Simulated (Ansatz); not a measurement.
Equilibrium properties in the bcc structure, computed with PBE in Ansatz (plane waves, PAW datasets (generated soft set 1); cutoff 420 eV), no spin polarisation, no spin–orbit coupling, Fermi–Dirac smearing of 0.061 eV, k-spacing 0.06 Å⁻¹:

```
crystal  a₀ (Å)  V₀ (Å³/atom)  B₀ (GPa)
     Rb   5.670         91.13       2.8
     Zr   3.575         22.84        87
     Nb   3.310         18.14       170
     Mo   3.161         15.79       259
     Rh   3.071         14.48       233
     Ag   3.302         17.99        89
```

(1) Give the same for Sr, Pd, Cd.

Answers

(1) 
```csv
crystal,a₀ (Å),V₀ (Å³/atom),B₀ (GPa)
Sr,4.762,54.00,11.5
Pd,3.138,15.45,164
Cd,3.604,23.41,36
```

Model structures, not the usual forms at ambient conditions (metastable or hypothetical): Sr, Zr, Rh, Pd, Ag, Cd.
